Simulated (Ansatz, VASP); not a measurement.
One calculation of HfO2, two programs

The input INCAR:

```
PREC = Accurate
ENCUT = 520
EDIFF = 1E-6
ISMEAR = 0
SIGMA = 0.05
LREAL = False
LASPH = True
NELM = 80
ALGO = Normal
ISIF = 2
LWAVE = False
LCHARG = False
GGA = PS
NBANDS = 18
```

KPOINTS

```
regular mesh
0
Gamma
  8 8 8
```

Contents of POSCAR:

```
HfO2
1.0
    0.1332534865      2.5213088008      2.5213088008
    2.5213088008      0.1332534865      2.5213088008
    2.5213088008      2.5213088008      0.1332534865
Hf O
1 2
Direct
    0.0000000000      0.0000000000      0.0000000000
    0.2500000000      0.2500000000      0.2500000000
    0.7500000000      0.7500000000      0.7500000000
```

Input for Ansatz:

```yaml
crystal:
  lattice:
    - [0.1332534865, 2.5213088008, 2.5213088008]
    - [2.5213088008, 0.1332534865, 2.5213088008]
    - [2.5213088008, 2.5213088008, 0.1332534865]
  atoms:
    - { symbol: Hf, position: [0.0, 0.0, 0.0] }
    - { symbol: O, position: [0.25, 0.25, 0.25] }
    - { symbol: O, position: [0.75, 0.75, 0.75] }
basis:
  ecutwfc: 520.0
kpoints:
  mp_grid: { grid: [8, 8, 8] }
hamiltonian:
  xc: pbesol
  pseudopotentials: { kind: paw, azcp: { folder: soft_1 } }
scf:
  occupations: { method: gaussian, width: 0.05 }
output:
  forces: true
  stress: true
  eigenvalues: true
```

Alike in both runs: task single point; functional PBEsol; k mesh 8 × 8 × 8; occupations gaussian, width 0.05 eV; no spin polarisation.

|  | VASP | Ansatz |
| --- | --- | --- |
| version | VASP 6.6.1 | Ansatz 0.2.0 |
| potentials or method | VASP PAW PBE potentials, release 64 (Hf_pv, O) | scalar-relativistic, plane waves, PAW |
| plane-wave cutoff (eV) | 520 | 520 |
| valence electrons in the cell | 22 | 38 |

Ansatz gave:

| Quantity | Value |
| --- | --- |
| gap on the k mesh at the Fermi level (eV) | 3.94 |
| least direct gap on the mesh (eV) | 3.94 |
| pressure (GPa) | 28.7 |
| largest component of the traceless stress (GPa) | 6.75 |
| rms of the force components (eV/Å) | 0.451 |

What did VASP give for the same quantities?

gap on the k mesh at the Fermi level (eV): 3.99; least direct gap on the mesh (eV): 3.99; pressure (GPa): 24.3; largest component of the traceless stress (GPa): 6.57; rms of the force components (eV/Å): 0.425.

Atom by atom the forces differ by 0.026 eV/Å (rms over components). The functional is the same, so the differences come from potentials, cutoffs and numerics. The two sets of potentials don't hold the same shells in valence. Ansatz warned: «pseudo_functional_mismatch».

Caveats: so large a pressure means that the cell lies far from this level's equilibrium, or that cutoff or potentials fall short (VASP); the potentials were made for another functional, which shifts forces and pressure (VASP); spin-orbit coupling is left out, which moves the levels of the heavy elements. A k mesh can miss the band edges.
